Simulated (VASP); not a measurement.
Write the native input for VASP 6.6.1 that does the following.

| Property | Result |
| --- | --- |
| Task | band structure |
| Functional | PBE0 |
| Potentials or basis | VASP PAW PBE potentials, release 64 (Na_pv, I) |
| Cutoff | 520 eV |
| k mesh | 6 × 6 × 6 |
| Occupations | gaussian, width 0.03 eV |
| Spin | no spin polarisation |
| Grid for exact exchange (PRECFOCK) | Fast |
| Exchange at q = 0 | truncated |
| Further INCAR settings | ALGO = Normal; EDIFF = 1e-06; NBANDS = 14 |

Crystal: NaI.

```
Na I
1.0
     0.00000    3.20455    3.20455
     3.20455    0.00000    3.20455
     3.20455    3.20455    0.00000
Na I
1 1
Direct
  0.00000 0.00000 0.00000
  0.50000 0.50000 0.50000
```

These files were run (other wordings do the same):

POSCAR

```
NaI                                     
1.0
    0.0000000000      3.2045523235      3.2045523235
    3.2045523235      0.0000000000      3.2045523235
    3.2045523235      3.2045523235     -0.0000000000
  Na              I             
     1     1
Direct
     1.0000000000000000    1.0000000000000000    1.0000000000000000
     0.5000000000000000    0.5000000000000000    0.5000000000000000
```

INCAR.step1

```
SYSTEM = NaI
  PREC = Accurate
  ENCUT = 520
  EDIFF = 1E-5
  ISMEAR = 0
  SIGMA = 0.03
  LREAL = .FALSE.
  LASPH = .TRUE.
  NELM = 80
  ALGO = Normal
  ISIF = 2
  LWAVE = .TRUE.
  LCHARG = .FALSE.
  NBANDS = 14
  KPAR = 4
  GGA = PE
```

INCAR.step2

```
SYSTEM = NaI
  PREC = Accurate
  ENCUT = 520
  EDIFF = 1E-6
  ISMEAR = 0
  SIGMA = 0.03
  LREAL = .FALSE.
  LASPH = .TRUE.
  NELM = 80
  ALGO = Normal
  ISIF = 2
  LWAVE = .FALSE.
  LCHARG = .FALSE.
  GGA = PE
  LHFCALC = .TRUE.
  AEXX = 0.25
  PRECFOCK = Fast
  HFRCUT = -1
  NBANDS = 14
  KPAR = 4
  ISTART = 1
```

KPOINTS

```
regular mesh
0
G
  6 6 6
  0 0 0
```

KPOINTS_OPT

```
explicit points
6
Reciprocal
 0.0000000000  0.0000000000  0.0000000000 1
 0.3750000000  0.3750000000  0.7500000000 1
 0.5000000000  0.5000000000  0.5000000000 1
 0.6250000000  0.2500000000  0.6250000000 1
 0.5000000000  0.2500000000  0.7500000000 1
 0.5000000000  0.0000000000  0.5000000000 1
```

Potentials or basis: VASP PAW PBE potentials, release 64 (Na_pv, I).

Command:

```bash
$ cat potpaw_PBE.64/Na_pv/POTCAR potpaw_PBE.64/I/POTCAR > POTCAR
$ cp INCAR.step1 INCAR
$ mpirun -np 4 vasp_std > vasp.out
$ cp INCAR.step2 INCAR
$ mpirun -np 4 vasp_std > vasp.out
```

Results of the run:

- Pressure: 0.6 GPa
- Band gap on the k mesh: 5.41 eV, direct
- Band gap along the path: 5.41 eV, direct

Caveat: the PAW data sets were made with another functional, which shifts forces and pressure a little; spin-orbit coupling is left out, which moves the levels of the heavy elements.

Wall time 4.8 min on 4 MPI ranks on AMD EPYC 9R45 (Zen 5), on a shared host, peak memory 0.23 GiB a rank.
